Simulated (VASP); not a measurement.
**C: single point with PBE**

The system is C.

```
CELL_PARAMETERS angstrom
2.52210 0.00000 0.00000
-1.26105 2.18420 0.00000
0.00000 0.00000 12.35570
ATOMIC_POSITIONS crystal
C 0.66667 0.33333 0.35417
C 0.33333 0.66667 0.85417
C 0.66667 0.33333 0.14583
C 0.33333 0.66667 0.64583
C 0.66667 0.33333 0.47917
C 0.33333 0.66667 0.97917
C 0.66667 0.33333 0.02083
C 0.33333 0.66667 0.52083
C 0.00000 0.00000 0.81250
C 0.00000 0.00000 0.31250
C 0.00000 0.00000 0.68750
C 0.00000 0.00000 0.18750
```

This is a hexagonal form of diamond, not graphite.

```yaml
Program: VASP 6.6.1
Task: single point
Functional: PBE
Potentials_or_basis: VASP PAW PBE potentials, release 64 (C)
Cutoff: 520 eV
k_mesh: 12 × 12 × 3
Occupations: gaussian, width 0.014 eV
Spin: no spin polarisation
Further_INCAR_settings: ALGO = Fast; EDIFF = 1e-07; NBANDS = 36
```

```yaml
Pressure: 2.7 GPa
Largest_force: 0.332 eV/Å
Band_gap_on_the_k_mesh: 4.38 eV, indirect (least direct gap 5.30 eV)
```

Forces on the atoms (eV/Å):
```
C    0.000  0.000  0.310
C    0.000  0.000  0.310
C    0.000  0.000 -0.310
C    0.000  0.000 -0.310
C    0.000  0.000 -0.027
C    0.000  0.000 -0.027
C    0.000  0.000  0.027
C    0.000  0.000  0.027
C    0.000  0.000  0.332
C    0.000  0.000  0.332
C    0.000  0.000 -0.332
C    0.000  0.000 -0.332
```

Stress tensor (GPa, compression positive):
```
0.02 0.00 0.00
0.00 0.02 0.00
0.00 0.00 8.20
```

Levels at points of the mesh, in eV from the valence-band top:
```tsv
k point	band 20	band 21	band 22	band 23	band 24	band 25	band 26	band 27	band 28	band 29
(0.00, 0.00, 0.00)	-0.98	-0.98	-0.15	0.00	0.00	5.30	5.30	5.66	6.37	6.37
(0.50, 0.00, 0.00)	-4.31	-4.06	-4.06	-3.63	-2.89	4.52	5.10	5.26	5.62	6.84
```

It took 120 s on 1 thread of Intel(R) Xeon(R) Platinum 8259CL CPU @ 2.50GHz (Skylake/Cascade Lake), with other jobs on the host, peak memory 0.21 GiB.

Caveat: an odd mesh through Γ misses points on the zone boundary, where band edges often lie.
